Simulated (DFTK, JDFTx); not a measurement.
Given: the input of a run of JDFTx 1.7.0 (patched build) on Mn3Si. 

File Mn3Si.in:

```
lattice \
    0.0000000000     5.4065064426     5.4065064426 \
    5.4065064426     0.0000000000     5.4065064426 \
    5.4065064426     5.4065064426     0.0000000000
coords-type Lattice
ion Mn     0.7500000000     0.7500000000     0.7500000000 1
ion Mn     0.2500000000     0.2500000000     0.2500000000 1
ion Mn     0.5000000000     0.5000000000     0.5000000000 1
ion Si     0.0000000000     0.0000000000     0.0000000000 1

ion-species pseudo/Mn.upf
ion-species pseudo/Si.upf
elec-cutoff 48 384
elec-ex-corr gga-PBEsol
kpoint-folding 8 8 8
elec-smearing Fermi 0.0018374661
elec-n-bands 40
spintype z-spin
initial-magnetic-moments Mn 4 4 4
elec-initial-magnetization 12 no
electronic-SCF nIterations 100 energyDiffThreshold 1e-09
electronic-minimize nIterations 30 energyDiffThreshold 1e-7
converge-empty-states yes
forces-output-coords Cartesian

dump-name run.$VAR
dump End Ecomponents EigStats BandEigs Kpoints Forces Stress ElecDensity Dtot
```

Potentials or basis: PseudoDojo-SR-PBEsol-0.4.1-standard with smoothed tails.

Command:

```sh
$ jdftx -c 1 -i Mn3Si.in -o Mn3Si.out
```

Problem. What does the same run look like in DFTK 0.8.2? Potentials or basis there: PseudoDojo SR PBEsol 0.4.1 standard (PBEsol), cutoff 1306 eV.

Solution. As run (cutoffs and basis follow the program's own potentials, and thresholds, step limits or extra output files can differ):

File run.jl:

```julia
using DFTK
using PseudoPotentialData
using Unitful, UnitfulAtomic
using LinearAlgebra, Printf
include("save.jl")
disable_threading()

# lattice vectors are the columns
lattice = austrip(1u"Å") * [           0.0          2.861          2.861;
                    2.861            0.0          2.861;
                    2.861          2.861            0.0]
symbols   = [:Mn, :Mn, :Mn, :Si]
positions = [[0.75, 0.75, 0.75],
             [0.25, 0.25, 0.25],
             [0.5, 0.5, 0.5],
             [0.0, 0.0, 0.0]]
pseudopotentials = PseudoFamily("dojo.nc.sr.pbesol.v0_4_1.standard.upf")
elements = Dict(s => ElementPsp(s, pseudopotentials) for s in unique(symbols))
atoms    = [elements[s] for s in symbols]
magnetic_moments = [4.0, 4.0, 4.0, 0.0]

build_model(lattice, positions; symmetries=true) =
    model_DFT(lattice, atoms, positions;
              functionals=PBEsol(),
              magnetic_moments,
              spin_polarization=:collinear,
              temperature=austrip(0.05u"eV"),
              smearing=Smearing.FermiDirac(),
              symmetries)
Ecut  = 48.0  # hartree
kgrid = [8, 8, 8]
tol   = 1e-6
to_GPa = ustrip(uconvert(u"GPa", 1u"hartree/bohr^3"))

model = build_model(lattice, positions)
basis = PlaneWaveBasis(model; Ecut, kgrid)
display(basis)
scfres = self_consistent_field(basis;
                               tol,
                               ρ=guess_density(basis, magnetic_moments),
                               nbandsalg=AdaptiveBands(model; n_bands_converge=37))
display(scfres.energies)
@printf "Fermi level: %.6f eV\n" ustrip(auconvert(u"eV", something(scfres.εF, NaN)))
forces = compute_forces_cart(scfres)
println("Forces (eV/Å)")
for (s, f) in zip(symbols, forces)
    @printf "%-3s %12.6f %12.6f %12.6f\n" s ustrip.(auconvert.(u"eV/Å", f))...
end
stress = compute_stresses_cart(scfres)
println("Stress (GPa)")
display(round.(stress * to_GPa; digits=4))
@printf "Total moment: %.4f μB\n" sum(spin_density(scfres.ρ)) * scfres.basis.dvol
println("Levels at the first k-point (eV): ", round.(ustrip.(auconvert.(u"eV", scfres.eigenvalues[1][1:scfres.n_bands_converge])); digits=4))
save_scf!(scfres; forces, stress)
```

Potentials or basis: dojo.nc.sr.pbesol.v0_4_1.standard.upf (PBEsol).

Launch:

```bash
$ julia --threads=1 run.jl  # save.jl only writes the numbers to a file and isn't shown; printed stress counts tension as positive; times include loading and compiling
```

Both were run:

|  | JDFTx | DFTK |
| --- | --- | --- |
| Pressure | -15.4 GPa | -15.3 GPa |
| Net moment | 1.01 μB per cell | 1.01 μB per cell |
| Absolute moment | 4.66 μB per cell | 4.66 μB per cell |

The magnetic state is the one that the start led to; the real crystal's order can differ.

The cell lies far from this level's equilibrium.

Pressure is positive in compression.
